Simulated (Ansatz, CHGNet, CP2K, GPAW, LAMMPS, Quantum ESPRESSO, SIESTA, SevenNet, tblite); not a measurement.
## Codes compared on amorphous Hg33S25Se8 (66 atoms)

Wanted: errors and costs of other methods on amorphous Hg33S25Se8 (66 atoms). A plane-wave run serves as the reference.

Method: Kohn-Sham DFT, PBE, PAW, plane waves, in Ansatz 0.2.0.

## Step 1: Set-up

The cell holds 66 atoms: 33 Hg, 25 S and 8 Se. Cell: a = 12.034 Å, b = 12.034 Å, c = 12.034 Å, α = 90.0°, β = 90.0°, γ = 90.0°. 66 atoms (33 Hg, 25 S, 8 Se) placed at random at 7.67 g/cm³, melted at 2500 K for 10 ps at fixed volume with the Stillinger-Weber II-VI potential (Zhou et al., Phys. Rev. B 88, 085309 (2013)). Quenched from 2500 K to 500 K at 10 K/ps and fixed volume, held 5 ps, then minimised at fixed cell.

## Step 2: Reference: Ansatz, plane waves

The PAW files are the set soft_2.

File input.yaml:

```yaml
crystal:
  lattice:
    - [12.034, 0.0, 0.0]
    - [0.0, 12.034, 0.0]
    - [0.0, 0.0, 12.034]
  atoms:
    - { symbol: Hg, position: [0.16766, 0.63182, 0.83001] }
    - { symbol: Hg, position: [0.95255, 0.4894, 0.2015] }
    - { symbol: Hg, position: [0.74042, 0.77062, 0.41261] }
    - { symbol: Hg, position: [0.37268, 0.05822, 0.08975] }
    [... 56 atom lines left out ...]
    - { symbol: Se, position: [0.50841, 0.62207, 0.65344] }
    - { symbol: Se, position: [0.38732, 0.58581, 0.88006] }
    - { symbol: Se, position: [0.1596, 0.48574, 0.64293] }
    - { symbol: Se, position: [0.61518, 0.68477, 0.22033] }
    - { symbol: Se, position: [0.77876, 0.37844, 0.83915] }
    - { symbol: Se, position: [0.69766, 0.74951, 0.94377] }
kpoints:
  mp_grid: { grid: [1, 1, 1] }
hamiltonian:
  xc: pbe
scf:
  occupations: { method: fermi_dirac, width: 0.05 }
output:
  forces: true
  eigenvalues: true
  populations: true
  stress: true
```

The run is started by

```console
$ ansatz run input.yaml --threads 4 --pin off --max-ram 8192MiB --backend cpu --events-out ev --progress --plain --runs-dir out
```

Numbers of over 12 decimals in the logs are rounded to 6 here.

What it wrote:

```text
[...]
Pseudopotentials: kind: paw
Pseudopotential: Hg, paw, valence charge 20, recommended cutoff 420 eV (normal), Hg.paw.azcp
Pseudopotential: S, paw, valence charge 6, recommended cutoff 420 eV (normal), S.paw.azcp
Pseudopotential: Se, paw, valence charge 16, recommended cutoff 420 eV (normal), Se.paw.azcp
[... 5 lines on functional and potentials left out ...]
Crystal: 66 atoms, lattice volume = 1742.730 Å³
Basis set: ecut = 420 eV, 34049 PW (Γ), exchange–correlation on 162×162×162 points (8 copies of the dense FFT grid, shifted against one another)
Bands: 563, of which v1, the nominal top of the filled ones, is band 469 counted from 1 (468 counted from 0)
Symmetry: 1 space group operations
Space group: P1 (ITA 1), of the structure as read, at distance tolerance 1.2e-4 Å
k-points: 1
[... 7 lines on functional and potentials left out ...]
Initial density: superposition of atomic densities (neutral atoms: chi_scale 0, normalization atom), corrected by the library's trained network
Initial wavefunctions: pseudopotential atomic-orbital guess
[...]
SCF iter   1: F=—  HF=-522139.167888 eV  |F-HF|=—  |Δ(HF+E_count)|=         —  Δρ=3.55e-3  dr2=5.56e-1  ethr=1.77e-3  ⟨swp⟩=5.0  Hψ=1835  notcnv=0  defer=55
preconditioner: auto → LDOS  [metal: Δε(μ)=0.102 eV  Ē_g=9.787 eV  σ=0.050 eV  W_gap=0.45  n_scr=460 (ndim 8)  ℏωp=21.7 eV  f_vac=0.098  D(μ)=21.96/eV (n_scr^D=92)  β→1.0]
[...]
SCF iter  10: F=—  HF=-522139.120421 eV  |F-HF|=—  |Δ(HF+E_count)|=   7.54e-8  Δρ=1.63e-6  dr2=1.22e-7  ethr=8.51e-11  ⟨swp⟩=2.0  Hψ=755  notcnv=0  defer=70
SCF iter  11: F=-522139.120421 eV  HF=-522139.120421 eV  |F-HF|=1.54e-8  |Δ(HF+E_count)|=   1.29e-8  Δρ=7.15e-7  dr2=2.03e-8  ethr=1.07e-11  ⟨swp⟩=10.0  Hψ=2542  notcnv=0
SCF 1 converged in 11 iterations: F = -522139.120421 eV  dr2 = 2.03e-8
[...]
SCF converged after 11 iterations
Free energy (F): -522139.120421 eV
Harris-Foulkes:  -522139.120421 eV  (|F-HF|=1.54e-8)
Internal energy: -522138.925990 eV  (E = F + TS)
E sigma→0 (E₀):  -522139.023206 eV
Entropy (-TS):   -0.194431 eV (-2.946 meV/atom)
Fermi energy:    8.289704 eV
--- Per-component energies (eV) ---
[...]
Σ components = -522139.120421   (vs F -522139.120421, Δ=0.00e0)
--- Forces (eV/Å), atoms counted from 1 ---
  atom   1  Hg    -0.28092471     0.51935165    -0.26873841
  atom   2  Hg    -0.13759473    -0.32884937     0.13052296
  atom   3  Hg    -0.06909991     0.42144262     0.16325491
  atom   4  Hg    -0.38484833    -0.23637984    -0.11656198
[...]
atom  66  Se    -0.27080255    -0.16383148    -0.60679760
  max |Σ_I F_I| component: 1.06e-5 eV/Å
--- Stress (GPa, compression-positive) ---
       -0.262783       0.362008       0.200562
        0.362008      -0.748557       0.272878
        0.200562       0.272878      -0.453925
  P = ⅓ Tr σ = -0.4884 GPa (-4.884 kbar)
--- Band table (eV) ---
  k-point 0: bands = ["-106.4625", "-106.3781", "-106.3669", "-106.3580", [... 547 levels ...], "14.5439", "14.6330", "14.6765", "14.7376", "14.7549", "14.8244", "14.8590", "14.9232", "14.9467", "14.9734", "15.0268", "15.0791"]
--- Löwdin populations: 66 sites ---
  site symbol       q [e]
     0     Hg     19.0948
     1     Hg     18.9696
     2     Hg     19.1331
[...]
65     Se     16.8010
  spilling = 0.007090 (of n_electrons = 938.000000)
```

Elapsed: 32 s, on 4 threads of Arm Neoverse V2, shared host; peak memory 2.7 GiB; 2.1 min of CPU time.

Reading the cycles: dr2 is the Hartree energy of the density residual (eV), the measure of convergence; HF is the Harris–Foulkes estimate of the energy, which meets the free energy F at convergence.

Numbers from this run:

```
free energy                             : -522139.1204 eV
free energy per atom                    : -7911.1988 eV/atom
SCF cycles                              : 11
pressure                                : -0.4884 GPa
r.m.s. force component                  : 0.3779 eV/Å
longest force                           : 1.339 eV/Å
Fermi energy                            : 8.29 eV
levels partly filled by over 2 per cent : 5
spilling of the projection              : 0.00709
```

Neighbours are counted within 3.02 Å (Hg-S), 3.35 Å (Hg-Se).

Length of the force by element and coordination:

```
element  coordination  atoms  mean length of the force (eV/Å)  spread  least   most
     Hg           all     33                            0.486   0.183  0.167  0.901
     Hg             3      7                            0.370   0.119  0.231  0.596
     Hg             4     25                            0.532   0.175  0.259  0.901
     Hg             5      1                            0.167       0  0.167  0.167
      S           all     25                            0.738   0.337  0.160   1.34
      S             1      1                             1.08       0   1.08   1.08
      S             2      1                             1.13       0   1.13   1.13
      S             3      9                            0.792   0.331  0.225   1.17
      S             4     12                            0.655   0.345  0.160   1.34
      S             5      2                            0.619  0.0841  0.535  0.704
     Se           all      8                            0.587   0.142  0.298  0.794
     Se             4      3                            0.465   0.140  0.298   0.64
     Se             5      4                            0.653  0.0881  0.556  0.794
     Se             6      1                            0.684       0  0.684  0.684
```

The levels nearest the highest filled one (over half full), pooled over k-points and spins:

```
level less the highest filled one (eV)  occupation
                                -0.327        2.00
                                 -0.23        2.00
                               -0.0949        1.93
                               -0.0785        1.90
                               -0.0406         1.8
                                     0         1.6
                                0.0948        0.75
                                 0.307       0.017
                                 0.337       0.009
                                 0.475       0.001
                                 0.541           0
                                 0.600           0
```

## Step 3: Local order

Density 7.67 g/cm³, 26.41 Å³ an atom.

g(r), total and by pair (bins of 0.2 Å):

```
r (Å)  total  Hg-Hg  Hg-S  Hg-Se   S-S  S-Se  Se-Se
 2.50   1.06   0.00  2.81   0.00  0.00  0.00   0.00
 2.70   3.33   0.00  6.67   6.65  0.00  0.00   0.00
 2.90   1.03   0.00  0.93   4.72  0.75  0.00   0.00
 3.10   0.74   0.00  0.70   1.10  2.13  0.00   2.22
 3.30   0.46   0.80  0.00   0.00  1.63  0.00   2.08
 3.50   0.70   1.88  0.13   0.00  1.06  0.00   1.70
 3.70   0.53   0.93  0.43   0.00  0.65  0.49   0.00
 3.90   1.31   2.25  0.94   0.53  1.71  0.89   0.00
 4.10   1.37   2.37  0.95   0.31  1.46  1.45   2.52
 4.30   1.61   2.22  0.82   0.57  2.44  3.36   1.19
 4.50   1.29   1.08  1.09   1.31  1.21  2.73   2.17
 4.70   0.93   0.93  0.85   1.07  0.92  1.09   0.97
 4.90   0.80   0.53  0.70   0.88  0.83  1.74   0.90
 5.10   1.07   0.73  1.09   1.71  0.85  1.33   1.65
 5.30   0.84   0.77  1.08   0.93  0.55  0.24   1.51
 5.50   0.77   0.72  0.92   0.87  0.29  0.91   0.73
 5.70   0.98   0.86  1.19   1.29  0.61  0.53   1.33
 5.90   0.82   0.44  1.14   1.06  0.70  0.59   0.00
```

Bonds by pair of elements; cutoffs follow the first minimum of g(r), held within bounds set by covalent radii, and pairs that aren't listed don't count as bonded:

```
pair A-B  cutoff (Å)  bonds  mean length (Å)  spread (Å)  shortest (Å)  B about A  A about B
    Hg-S        3.02     88             2.67       0.089           2.5       2.67       3.52
   Hg-Se        3.35     38             2.84       0.122          2.65       1.15       4.75
```

How many atoms have how many bonded neighbours:

```
element  mean  1  2  3   4  5  6
     Hg  3.82  0  0  7  25  1  0
      S  3.52  1  1  9  12  2  0
     Se  4.75  0  0  0   3  4  1
```

Rings of the network by King's shortest-path rule, up to 12 atoms, one path for each pair of neighbours; H, halogens, alkali and alkaline-earth atoms are left out, and the last column divides by all other atoms, bonded or not:

```
ring size (atoms)  rings  per network atom
                4     15             0.227
                6     70              1.06
                8     51             0.773
               10      3             0.045
```

## Step 4: The ladder

The programs:
- CHGNet: machine-learned potential, published weights.
- CP2K 2026.2: Gaussian basis with GTH pseudopotentials and a plane-wave density; labels give functional, basis (MOLOPT sets; SR short-range, UZH the newer set with its own potentials), grid cutoff/relative cutoff and solver (OT: orbital transformation; TRS4, TC2, SIGN: linear-scaling purification with its sparsity filter), or its built-in tight binding.
- GPAW 26.7.0: PAW with atomic orbitals (LCAO), plane waves or a real-space grid of spacing h.
- Quantum ESPRESSO 7.5: plane waves; labels (QE) give functional, pseudopotential set and cutoffs of waves/density.
- SIESTA 5.4.2: numerical atomic orbitals, whose automatically made sets are far from complete, with PseudoDojo norm-conserving potentials that we converted to its format (checked against plane waves on the same files for H, C, O, Si, Ge and Ca alone); labels give functional, basis size, energy shift and mesh cutoff.
- SevenNet: machine-learned potential, published weights.
- tblite 0.8.0: extended tight binding, driven from Python.

All use the same cell and atoms; the electronic-structure runs use the same k-mesh, and an electronic temperature of 580 K (0.05 eV) where levels are smeared.

Differences are against the plane-wave reference, forces as r.m.s. over components; share is that over the reference's r.m.s. force, slope the least-squares factor from reference forces to these. Total energies of different programs have different zeros and aren't compared.

```
                                                                  run  Δ force, r.m.s. (meV/Å)  share (%)  slope  Δ pressure (GPa)  cores  CPU time  memory (GiB)
                                                            reference                        -          -      -                 -      4   2.1 min           2.7
                                              CHGNet r2SCAN potential                      227       60.1  0.609             -1.18      1     2.9 s           0.6
        CP2K PBE, DZVP-MOLOPT-SR, 300/50 Ry, diagonalisation (coarse)                     26.7       7.07  1.008             0.466      2   4.5 min           1.7
                 CP2K PBE, DZVP-MOLOPT-SR, 600/50 Ry, diagonalisation                     26.7       7.06  1.008             0.466      4   6.6 min           6.2
    CP2K PBE, TZVP-MOLOPT (SR for Hg, Se), 600/50 Ry, diagonalisation                     23.4       6.19  0.987             0.493      2   7.8 min           4.2
CP2K RPBE, PBE potentials, DZVP-MOLOPT-SR, 600/50 Ry, diagonalisation                     34.6       9.17  1.036              2.21      4   7.1 min           6.2
                                          GPAW PBE, LCAO dzp, h 0.2 Å                     54.0       14.3  0.972                 -      1   3.8 min           1.8
                                GPAW PBE, LCAO dzp, h 0.28 Å (coarse)                     55.2       14.6  0.970                 -      1   2.1 min          0.84
                             GPAW PBE, LCAO sz(dzp), h 0.2 Å (coarse)                      189       49.9  0.917                 -      1   1.7 min           1.5
                                     GPAW PBE, grid h 0.24 Å (coarse)                     31.5       8.34  1.019                 -      4    24 min           3.6
                                         GPAW RPBE, LCAO dzp, h 0.2 Å                     69.5       18.4  0.993                 -      1     4 min           1.8
                             QE PBE, sssp-1.3.0-efficiency, 45/360 Ry                     2.86      0.758  0.999            -0.586      4    27 min           4.5
                          SIESTA PBE, DZP, shift 0.01 Ry, mesh 300 Ry                      172       45.4  1.267             -5.27      2   2.2 min           1.0
                          SIESTA PBE, TZP, shift 0.01 Ry, mesh 300 Ry                      162       42.8  1.267             -5.65      2   2.9 min           1.1
       SIESTA revPBE, PBE potentials, DZP, shift 0.01 Ry, mesh 300 Ry                      177       46.9  1.292             -3.65      2   2.2 min           1.0
                                                 SevenNet 0 potential                      141       37.4  0.946             0.265      1     5.8 s          0.68
                                              SevenNet l3i5 potential                      126       33.3  0.932            0.0778      1     6.7 s          0.91
                                                      tblite GFN1-xTB                      285       75.4  1.113             -1.66      1     2.1 s          0.13
```

Rows marked coarse were listed beforehand as settings not expected to be converged; some can still land near the reference.

Times of the machine-learned potentials are mostly Python's start and the loading of weights.

CPU time is summed over cores on a shared host, where runs went side by side, so it is rough. Symmetry, cutoffs, thresholds, outputs and thread counts weren't matched or tuned between programs; memory under MPI is the largest rank's times the ranks.

Runs without a result: CP2K GFN1-xTB, diagonalisation (not converged).

Mean charges by element (e), by run and scheme:

```
                                                                  run     scheme     Hg      S     Se
                 CP2K PBE, DZVP-MOLOPT-SR, 600/50 Ry, diagonalisation   Mulliken   0.00  +0.02  -0.05
                 CP2K PBE, DZVP-MOLOPT-SR, 600/50 Ry, diagonalisation  Hirshfeld  +0.22  -0.22  -0.20
    CP2K PBE, TZVP-MOLOPT (SR for Hg, Se), 600/50 Ry, diagonalisation   Mulliken  +0.39  -0.39  -0.38
    CP2K PBE, TZVP-MOLOPT (SR for Hg, Se), 600/50 Ry, diagonalisation  Hirshfeld  +0.22  -0.22  -0.19
CP2K RPBE, PBE potentials, DZVP-MOLOPT-SR, 600/50 Ry, diagonalisation   Mulliken  +0.04  -0.02  -0.10
CP2K RPBE, PBE potentials, DZVP-MOLOPT-SR, 600/50 Ry, diagonalisation  Hirshfeld  +0.23  -0.23  -0.21
                          SIESTA PBE, DZP, shift 0.01 Ry, mesh 300 Ry  Hirshfeld  +0.65  -0.63  -0.69
                          SIESTA PBE, TZP, shift 0.01 Ry, mesh 300 Ry  Hirshfeld  +0.64  -0.62  -0.68
       SIESTA revPBE, PBE potentials, DZP, shift 0.01 Ry, mesh 300 Ry  Hirshfeld  +0.65  -0.64  -0.70
                                                      tblite GFN1-xTB   Mulliken  +0.26  -0.30  -0.14
```

Within one program, basis, potentials and functional, energies share a zero. Each run against its twin at the usual cutoff or grid and solver:

```
                                                 run                                        twin  Δ energy (meV/atom)  Δ force, r.m.s. (meV/Å)         CPU time over the twin's
CP2K PBE, DZVP-MOLOPT-SR, 300/50 Ry, diagonalisation  DZVP-MOLOPT-SR, 600/50 Ry, diagonalisation               0.0149                    0.882  0.69 (this twin ran on 4 cores)
                        GPAW PBE, LCAO dzp, h 0.28 Å                           LCAO dzp, h 0.2 Å                  158                     31.7                             0.55
```

## Step 5: What came out

| Item | Value |
| --- | --- |
| reference r.m.s. force component | 0.378 eV/Å |
| nearest in forces | QE PBE, sssp-1.3.0-efficiency, 45/360 Ry, 0.76 % |
| farthest in forces | tblite GFN1-xTB, 75 % |
| cheapest electronic-structure run beside the reference | tblite GFN1-xTB, 2.1 s of CPU time |

PBE on plane waves or a grid with other potentials, cutoffs or grids, coarse settings apart, differs from the reference by 0.76 % (QE PBE, sssp-1.3.0-efficiency, 45/360 Ry) of the r.m.s. force; this holds the reference's own error, so differences of a few per cent don't tell which side is nearer the exact PBE result (QE's 45 Ry are 612 eV, against the reference's 420 eV). The PBE runs in local orbitals, coarse settings apart, differ by 6.2 % (CP2K PBE, TZVP-MOLOPT (SR for Hg, Se), 600/50 Ry, diagonalisation) to 45 % (SIESTA PBE, DZP, shift 0.01 Ry, mesh 300 Ry); basis, grid and potentials can all enter. Tight binding differs by 75 % (tblite GFN1-xTB); it is another model, with fitted parameters of its own, and the xTB methods hold dispersion. Machine-learned potentials differ by 33 % (SevenNet l3i5 potential) to 60 % (CHGNet r2SCAN potential); they were trained on other programs' data, some at another functional. Rows with another functional or a dispersion term differ by 9.2 % (CP2K RPBE, PBE potentials, DZVP-MOLOPT-SR, 600/50 Ry, diagonalisation) to 47 % (SIESTA revPBE, PBE potentials, DZP, shift 0.01 Ry, mesh 300 Ry), which mixes the change of model with differences of basis and potentials, some of them made for another functional. Runs with settings chosen to be coarse differ by 7.1 % (CP2K PBE, DZVP-MOLOPT-SR, 300/50 Ry, diagonalisation) to 50 % (GPAW PBE, LCAO sz(dzp), h 0.2 Å), their programs' other errors included. One electronic-structure run takes under half the reference's CPU time: tblite GFN1-xTB, at 75 % in 2.1 s against 2.1 min, too far off to be of use; its pressure misses by -1.7 GPa. SIESTA PBE, TZP, shift 0.01 Ry, mesh 300 Ry stiffens the forces by a factor of 1.27 while following their directions (correlation 0.967); the slopes of the 3 SIESTA runs lie between 1.27 and 1.29. In pressure, SIESTA PBE, TZP, shift 0.01 Ry, mesh 300 Ry misses by -5.7 GPa, at the same functional. Charges hang on model, scheme and program or settings: among these rows the mean for S runs from -0.64 to +0.02 e. In the reference: counting bands leaves a spacing of only 0.095 eV (at Γ alone), which the smearing bridges: 5 levels are partly filled by over 2 %, so a gap, if any, is small at this level. In the reference: for some of the pairs, g(r) has its first main peak near 2.6 Å (Hg-S), 2.8 Å (Hg-Se), 3.0 Å (S-S) and 4.4 Å (S-Se). Periodic xTB results under one method name differ between programs and library versions. The potentials hold different valence shells: 938 electrons in the reference, 792 in GPAW, 594 in CP2K with TZVP-MOLOPT and 858 in Quantum ESPRESSO with SSSP; this bears on time and differences. Machine-learned potentials mimic data converged in k, so the reference's own k-point error enters their differences. The quench rate of 10 K/ps is many orders above laboratory rates, so the cell is likely richer in defects and strain than a real sample. The network of bonds at the start is that of the classical potential that made the cell, and needn't be the one that DFT or experiment would give. The electronic-structure runs sample only Γ, in a cell whose shortest periodic width is 12 Å, which is coarse for a cell with partly filled levels. Spin–orbit coupling is left out, which matters for the levels of the heavy elements.

[Also dropped from logs without a mark: logging warnings of Python, and SIESTA's first energy breakdown and zero terms.]

[Logs are printed without paths, hosts, clocks, repeated set-up lines and the standing remarks that a program may print on its own settings, such as how far it seeks lower states.]

[Hosts, paths, dates, database ids (printed as entryN), source tags and the programs' standing remarks are cut or masked in the printed files.]
